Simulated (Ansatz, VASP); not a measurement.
**Cross-check of InP (InP(110)) between VASP and Ansatz**

Wanted: the spread between two codes on one cell, functional and k mesh. The structure shown is the end of the VASP relaxation below.

Main program and level: Ansatz 0.2.0; plane waves, with VASP 6.6.1 beside it; single point at PBE and band structure at PBE.

### 1. The structure

The cell holds 18 atoms: 9 In and 9 P. Its edges and angles: a = 4.072 Å, b = 5.759 Å, c = 33.535 Å, α = 90.0°, β = 90.0°, γ = 90.0°. It derives from InP. As first built, before any earlier steps moved the atoms: 9 layers, strained by -4 % in the plane. Vacuum lies along c.

### 2. VASP: relaxation, PBE

This run makes the geometry at which the two programs are then compared.

Lines of VASP's logs that name or quote its potential files are left out, and so is its time.

File INCAR:

```
SYSTEM = InP
PREC = Normal
ENCUT = 320
EDIFF = 1E-05
NELM = 120
ISMEAR = 0
SIGMA = 0.03
LREAL = Auto
ALGO = Fast
GGA = PE
NBANDS = 54
LORBIT = 11
LWAVE = .FALSE.
LCHARG = .FALSE.
KPAR = 2
NCORE = 2
IBRION = 2
NSW = 60
ISIF = 2
EDIFFG = -0.03
POTIM = 0.4
MAXMIX = 40
IDIPOL = 3
LDIPOL = .TRUE.
DIPOL = 0.5 0.5 0.5
```

File POSCAR:

```
InP
1.0
    4.0721121061      0.0000000000      0.0000000000
    0.0000000000      5.7588361680      0.0000000000
    0.0000000000      0.0000000000     33.5346757296
In P
9 9
Direct
    0.0000000000      0.0000000000      0.2385590400
    0.5000000000      0.5000000000      0.3039192800
    0.0000000000      0.0000000000      0.3692795200
    0.5000000000      0.5000000000      0.4346397600
    0.0000000000      0.0000000000      0.5000000000
    0.5000000000      0.5000000000      0.5653602400
    0.0000000000      0.0000000000      0.6307204800
    0.5000000000      0.5000000000      0.6960807200
    0.0000000000      0.0000000000      0.7614409600
    0.0000000000      0.7500000000      0.3039192800
    0.5000000000      0.2500000000      0.2385590400
    0.0000000000      0.7500000000      0.4346397600
    0.5000000000      0.2500000000      0.3692795200
    0.0000000000      0.7500000000      0.5653602400
    0.5000000000      0.2500000000      0.5000000000
    0.0000000000      0.7500000000      0.6960807200
    0.5000000000      0.2500000000      0.6307204800
    0.5000000000      0.2500000000      0.7614409600
```

File KPOINTS:

```
Automatic mesh
0
Gamma
6 4 1
0 0 0
```

The projector-augmented-wave data sets are In and P (PBE family, release 64).

The run is started by

```console
> mpirun -np 4 vasp_std
```

Numbers of over 12 decimals in the logs are rounded to 6 here.

What it wrote:

```text
[banner, memory and clock lines left out]
running    4 mpi-ranks, on    1 nodes
 distrk:  each k-point on    2 cores,    2 groups
 distr:  one band on    2 cores,    1 groups

 POSCAR found type information on POSCAR InP
 POSCAR found :  2 types and      18 ions
 LDA part: xc-table for (Slater+PW92), standard interpolation
 POSCAR, INCAR and KPOINTS ok, starting setup
 FFT: planning ... GRIDC
 FFT: planning ... GRID_SOFT
 FFT: planning ... GRID
 WAVECAR not read
 entering main loop
       N       E                     dE             d eps       ncg     rms          rms(c)
DAV:   1     0.304721873357E+03    0.30472E+03   -0.18135E+04  1312   0.679E+02
DAV:   2    -0.366586742576E+02   -0.34138E+03   -0.32831E+03  1672   0.148E+02
DAV:   3    -0.747146893380E+02   -0.38056E+02   -0.37597E+02  1584   0.511E+01
DAV:   4    -0.763253862364E+02   -0.16107E+01   -0.16038E+01  1776   0.121E+01
DAV:   5    -0.763809742156E+02   -0.55588E-01   -0.55550E-01  1686   0.216E+00    0.174E+01
RMM:   6    -0.720502508491E+02    0.43307E+01   -0.63037E+00  1296   0.527E+00    0.991E+00
RMM:   7    -0.716763205622E+02    0.37393E+00   -0.66751E+00  1296   0.523E+00    0.310E+00
RMM:   8    -0.715331393276E+02    0.14318E+00   -0.12598E+00  1296   0.287E+00    0.864E-01
RMM:   9    -0.715014441505E+02    0.31695E-01   -0.98800E-02  1322   0.104E+00    0.462E-01
RMM:  10    -0.715054026244E+02   -0.39585E-02   -0.38416E-02  1538   0.500E-01    0.409E-01
RMM:  11    -0.715061088607E+02   -0.70624E-03   -0.12508E-02  1296   0.281E-01    0.181E-01
RMM:  12    -0.715057290854E+02    0.37978E-03   -0.16998E-03  1337   0.135E-01    0.980E-02
RMM:  13    -0.715057757234E+02   -0.46638E-04   -0.41523E-04  1546   0.606E-02    0.123E-01
RMM:  14    -0.715059108156E+02   -0.13509E-03   -0.14835E-04  1293   0.299E-02    0.104E-01
RMM:  15    -0.715062745926E+02   -0.36378E-03   -0.52716E-04  1300   0.485E-02    0.687E-02
RMM:  16    -0.715063851661E+02   -0.11057E-03   -0.10274E-04  1151   0.231E-02    0.731E-02
RMM:  17    -0.715064720655E+02   -0.86899E-04   -0.31377E-05   953   0.131E-02    0.733E-02
RMM:  18    -0.715065164468E+02   -0.44381E-04   -0.27657E-05   933   0.118E-02    0.759E-02
RMM:  19    -0.715065730445E+02   -0.56598E-04   -0.13022E-05   903   0.706E-03    0.822E-02
RMM:  20    -0.715065965868E+02   -0.23542E-04   -0.83750E-06   879   0.613E-03    0.926E-02
RMM:  21    -0.715066254675E+02   -0.28881E-04   -0.47891E-06   863   0.484E-03    0.103E-01
RMM:  22    -0.715066528671E+02   -0.27400E-04   -0.38566E-06   780   0.415E-03    0.115E-01
RMM:  23    -0.715066610068E+02   -0.81397E-05   -0.13241E-06   632   0.313E-03
   1 F= -.71506661E+02 E0= -.71506661E+02  d E =-.715067E+02
[... from here on, the cycles between the ionic steps are left out ...]
   2 F= -.71876034E+02 E0= -.71876034E+02  d E =-.369373E+00
  13 F= -.72836814E+02 E0= -.72836814E+02  d E =-.574453E-02
  14 F= -.72839312E+02 E0= -.72839312E+02  d E =-.249800E-02
  15 F= -.72839642E+02 E0= -.72839642E+02  d E =-.282806E-02
  16 F= -.72841582E+02 E0= -.72841582E+02  d E =-.194049E-02
  17 F= -.72841918E+02 E0= -.72841918E+02  d E =-.227641E-02
  18 F= -.72841798E+02 E0= -.72841798E+02  d E =-.215664E-02
  19 F= -.72842028E+02 E0= -.72842028E+02  d E =-.238597E-02
  20 F= -.72843121E+02 E0= -.72843121E+02  d E =-.109320E-02
  21 F= -.72843364E+02 E0= -.72843364E+02  d E =-.133618E-02
  22 F= -.72843114E+02 E0= -.72843114E+02  d E =-.108680E-02
  23 F= -.72843403E+02 E0= -.72843403E+02  d E =-.137492E-02
 curvature:  -0.36 expect dE=-0.133E-03 dE for cont linesearch -0.455E-06
 trial: gam= 0.52890 g(F)=  0.371E-03 g(S)=  0.000E+00 ort = 0.566E-04 (trialstep = 0.251E+01)
 search vector abs. value=  0.114E-02
 bond charge predicted
       N       E                     dE             d eps       ncg     rms          rms(c)
DAV:   1    -0.728435399306E+02   -0.14343E-03   -0.77942E-02  1296   0.785E-01    0.141E-01
RMM:   2    -0.728439078302E+02   -0.36790E-03   -0.45900E-03  1296   0.233E-01    0.850E-02
RMM:   3    -0.728439706011E+02   -0.62771E-04   -0.81671E-04  1310   0.106E-01    0.439E-02
RMM:   4    -0.728440102498E+02   -0.39649E-04   -0.22378E-04  1436   0.522E-02    0.232E-02
RMM:   5    -0.728440236652E+02   -0.13415E-04   -0.40677E-05  1088   0.213E-02    0.197E-02
RMM:   6    -0.728440244317E+02   -0.76649E-06   -0.73958E-06   864   0.992E-03
  24 F= -.72844024E+02 E0= -.72844024E+02  d E =-.621849E-03
 trial-energy change:   -0.000622  1 .order   -0.000605   -0.001006   -0.000205
 step:   3.1520(harm=  3.1520)  dis= 0.00637  next Energy=   -72.844034 (dE=-0.632E-03)
 reached required accuracy - stopping structural energy minimisation
```

Parts of OUTCAR (step 2):

```text
ion  position               nearest neighbor table
   1  0.000  0.000  0.239-  11 2.49  11 2.49  10 2.62
   2  0.500  0.500  0.304-  10 2.49  10 2.49  13 2.62  11 2.62
   3  0.000  0.000  0.369-  13 2.49  13 2.49  10 2.62  12 2.62
   4  0.500  0.500  0.435-  12 2.49  12 2.49  15 2.62  13 2.62
   5  0.000  0.000  0.500-  15 2.49  15 2.49  12 2.62  14 2.62
   6  0.500  0.500  0.565-  14 2.49  14 2.49  15 2.62  17 2.62
   7  0.000  0.000  0.631-  17 2.49  17 2.49  16 2.62  14 2.62
   8  0.500  0.500  0.696-  16 2.49  16 2.49  17 2.62  18 2.62
   9  0.000  0.000  0.761-  18 2.49  18 2.49  16 2.62
  10  0.000  0.750  0.304-   2 2.49   2 2.49   3 2.62   1 2.62
  11  0.500  0.250  0.239-   1 2.49   1 2.49   2 2.62
  12  0.000  0.750  0.435-   4 2.49   4 2.49   5 2.62   3 2.62
  13  0.500  0.250  0.369-   3 2.49   3 2.49   2 2.62   4 2.62
  14  0.000  0.750  0.565-   6 2.49   6 2.49   5 2.62   7 2.62
  15  0.500  0.250  0.500-   5 2.49   5 2.49   6 2.62   4 2.62
  16  0.000  0.750  0.696-   8 2.49   8 2.49   7 2.62   9 2.62
  17  0.500  0.250  0.631-   7 2.49   7 2.49   8 2.62   6 2.62
  18  0.500  0.250  0.761-   9 2.49   9 2.49   8 2.62

  LATTYP: Found a simple orthorhombic cell.
 ALAT       =     4.0721121061
 B/A-ratio  =     1.4142135624
 C/A-ratio  =     8.2352044482

 Subroutine GETGRP returns: Found  4 space group operations
 (whereof  4 operations were pure point group operations)

The static configuration has the point symmetry C_2v.

 Found     12 irreducible k-points:

   k-points           NKPTS =     12   k-points in BZ     NKDIM =     12   number of bands    NBANDS=     54

   dimension x,y,z NGX =    18 NGY =   28 NGZ =  150
   dimension x,y,z NGXF=    36 NGYF=   56 NGZF=  300

   ENCUT  =  320.0 eV  23.52 Ry    4.85 a.u.   5.94  8.40 48.91*2*pi/ulx,y,z

   NELECT =      72.0000    total number of electrons

 k-points in reciprocal lattice and weights: Automatic mesh
   0.00000000  0.00000000  0.00000000       0.042
   0.16666667  0.00000000  0.00000000       0.083
   0.33333333  0.00000000  0.00000000       0.083
   0.50000000  0.00000000  0.00000000       0.042
   0.00000000  0.25000000  0.00000000       0.083
   0.16666667  0.25000000  0.00000000       0.167
   0.33333333  0.25000000  0.00000000       0.167
   0.50000000  0.25000000  0.00000000       0.083
   0.00000000  0.50000000  0.00000000       0.042
   0.16666667  0.50000000  0.00000000       0.083
   0.33333333  0.50000000  0.00000000       0.083
   0.50000000  0.50000000  0.00000000       0.042

 dipolmoment           0.000000      0.000000      0.000000 electrons x Angstroem

 average (electrostatic) potential at core
       1 -42.1868       2 -41.9533       3 -41.9280       4 -41.9465       5 -41.9160
       6 -41.9465       7 -41.9280       8 -41.9533       9 -42.1868      10 -87.8195
      11 -87.5975      12 -87.7442      13 -87.7274      14 -87.7442      15 -87.7304
      16 -87.8195      17 -87.7274      18 -87.5975

 E-fermi :   0.4126

 k-point     1 :       0.0000    0.0000    0.0000
  band No.  band energies     occupation
    ...
     32      -0.2854      2.00000
     33      -0.0856      2.00000
     34      -0.0105      2.00000
     35       0.1814      2.00000
     36       0.2770      2.00000
     37       0.9882      0.00000
     38       1.5233      0.00000
     39       1.5868      0.00000
     40       2.1493      0.00000
     41       2.3390      0.00000
    ...

 k-point     2 :       0.1667    0.0000    0.0000
  band No.  band energies     occupation
    ...
     32      -0.8269      2.00000
     33      -0.6549      2.00000
     34      -0.6042      2.00000
     35      -0.3699      2.00000
     36      -0.3337      2.00000
     37       1.6876      0.00000
     38       1.7640      0.00000
     39       2.0275      0.00000
     40       2.3508      0.00000
     41       2.8198      0.00000
    ...

 k-point     3 :       0.3333    0.0000    0.0000
  band No.  band energies     occupation
    ...
     32      -1.3642      2.00000
     33      -1.2367      2.00000
     34      -1.0823      2.00000
     35      -0.8624      2.00000
     36      -0.6813      2.00000
     37       1.6829      0.00000
     38       1.7813      0.00000
     39       2.3220      0.00000
     40       2.3525      0.00000
     41       2.4755      0.00000
    ...

  Total       13.8581644      8.2373870     -0.4962947      0.0000000      0.0000000      0.0000000
  in kB       28.2336957     16.7823004     -1.0111175      0.0000000      0.0000000      0.0000000
  external PRESSURE =      14.6682929 kB  Pullay stress =       0.0000000 kB

  energy-cutoff  :      320.00
  volume of cell :      786.41
      direct lattice vectors                 reciprocal lattice vectors
     4.072112106  0.000000000  0.000000000     0.245572807  0.000000000  0.000000000
     0.000000000  5.758836168  0.000000000     0.000000000  0.173646197  0.000000000
     0.000000000  0.000000000 33.534675730     0.000000000  0.000000000  0.029819880

 POSITION                                       TOTAL-FORCE (eV/Angst)
 -----------------------------------------------------------------------------------
      0.00000      0.28886      8.42526        -0.000000      0.017271      0.002996
      2.03606      2.74249     10.05166        -0.000000      0.014722      0.017920
      0.00000      5.66820     12.43266         0.000000      0.003710     -0.024857
      2.03606      2.77219     14.54337        -0.000000     -0.007022      0.012962
      0.00000      5.67878     16.76734        -0.000000     -0.024842     -0.000000
      2.03606      2.77219     18.99131        -0.000000     -0.007022     -0.012962
      0.00000      5.66820     21.10202         0.000000      0.003710      0.024857
      2.03606      2.74249     23.48301        -0.000000      0.014722     -0.017920
      0.00000      0.28886     25.10942        -0.000000      0.017271     -0.002996
      0.00000      4.27142     10.24535        -0.000000      0.001535      0.003739
      2.03606      1.59758      7.70912        -0.000000      0.003392      0.001926
      0.00000      4.29290     14.59634        -0.000000      0.003058     -0.007246
      2.03606      1.44138     12.32659        -0.000000     -0.021741     -0.004291
      0.00000      4.29290     18.93833        -0.000000      0.003058      0.007246
      2.03606      1.44042     16.76734        -0.000000     -0.005009     -0.000000
      0.00000      4.27142     23.28933        -0.000000      0.001535     -0.003739
      2.03606      1.44138     21.20809        -0.000000     -0.021741      0.004291
      2.03606      1.59758     25.82555        -0.000000      0.003392     -0.001926
 -----------------------------------------------------------------------------------
    total drift:                               -0.000000     -0.091382      0.000006

  FREE ENERGIE OF THE ION-ELECTRON SYSTEM (eV)
  ---------------------------------------------------
  free  energy   TOTEN  =       -72.8440244317 eV

  energy  without entropy=      -72.8440244317  energy(sigma->0) =      -72.84402443

 reached required accuracy - stopping structural energy minimisation

 vacuum level on the upper side and lower side of the slab         5.138         5.138

 total charge
# of ion       s       p       d       tot
------------------------------------------
    1        1.256   1.250   0.187   2.693
    2        1.187   1.413   0.228   2.828
    3        1.189   1.434   0.235   2.858
    4        1.188   1.428   0.235   2.850
    5        1.189   1.447   0.238   2.873
    6        1.188   1.428   0.235   2.850
    7        1.189   1.434   0.235   2.858
    8        1.187   1.413   0.228   2.828
    9        1.256   1.250   0.187   2.693
   10        1.039   1.482   0.000   2.521
   11        1.087   1.382   0.000   2.469
   12        1.036   1.490   0.000   2.526
   13        1.038   1.477   0.000   2.515
   14        1.036   1.490   0.000   2.526
   15        1.037   1.484   0.000   2.521
   16        1.039   1.482   0.000   2.521
   17        1.038   1.477   0.000   2.515
   18        1.087   1.382   0.000   2.469
--------------------------------------------------
tot         20.266  25.642   2.008  47.916

[... 3 further parts left out ...]
```

The data set In keeps the semicore shell frozen, which is cheaper and a little less accurate.

(Part 1 of 3 ends here.)

[Lines on the potential files, build, host, timing and source positions are cut from VASP's logs without a mark.]

[Logs are printed without paths, hosts, clocks, repeated set-up lines and the standing remarks that a program may print on its own settings, such as how far it seeks lower states.]

[Hosts, paths, dates, database ids (printed as entryN), source tags and the programs' standing remarks are cut or masked in the printed files.]
